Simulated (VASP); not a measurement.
A run of VASP 6.6.1 is set up as follows.

Contents of INCAR:

```
SYSTEM = AsPt
PREC     = Accurate       ! precision mode
ENCUT    = 520            ! plane-wave cutoff, eV
EDIFF    = 1E-6           ! SCF threshold, eV
ISMEAR   = 0              ! smearing method
SIGMA    = 0.1            ! smearing width, eV
LREAL    = .FALSE.        ! projectors in reciprocal space
LASPH    = .TRUE.         ! aspherical terms in the spheres
NELM     = 100            ! most SCF steps
ALGO     = Fast           ! electronic algorithm
ISIF     = 2              ! what is computed and relaxed
LWAVE    = .FALSE.        ! write WAVECAR
LCHARG   = .FALSE.        ! write CHGCAR
GGA      = PE             ! functional
NBANDS   = 23             ! bands
```

KPOINTS

```
Automatic mesh
0
G
  12 12 6
  0 0 0
```

Contents of POSCAR:

```
AsPt
1.0
    4.0053919266      0.0000000000      0.0000000000
   -2.0026959634      3.4687711606      0.0000000000
    0.0000000000      0.0000000000      6.7991027325
As Pt
2 2
Direct
    0.6666666700      0.3333333300      0.5031030000
    0.3333333300      0.6666666700      0.0031030000
    0.6666666700      0.3333333300      0.8718990000
    0.3333333300      0.6666666700      0.3718990000
```

Potentials or basis: VASP PAW PBE potentials, release 64 (As, Pt).

Run with:

```bash
$ cat potpaw_PBE.64/As/POTCAR potpaw_PBE.64/Pt/POTCAR > POTCAR
$ mpirun -np 1 vasp_std > vasp.out
```

Task: What does it give for the band gap on the k mesh?

Result: None (metal or under the smearing width).

Task: Estimate the pressure.

Result: -5.3 GPa.

Task: What does it give for the largest force?

Result: 0.053 eV/Å.

Forces in eV/Å, atoms in the order of the input:
```
As   0.000  0.000  0.053
As   0.000  0.000  0.053
Pt   0.000  0.000 -0.053
Pt   0.000  0.000 -0.053
```

Spin-orbit coupling is left out, which matters for the levels of Pt.
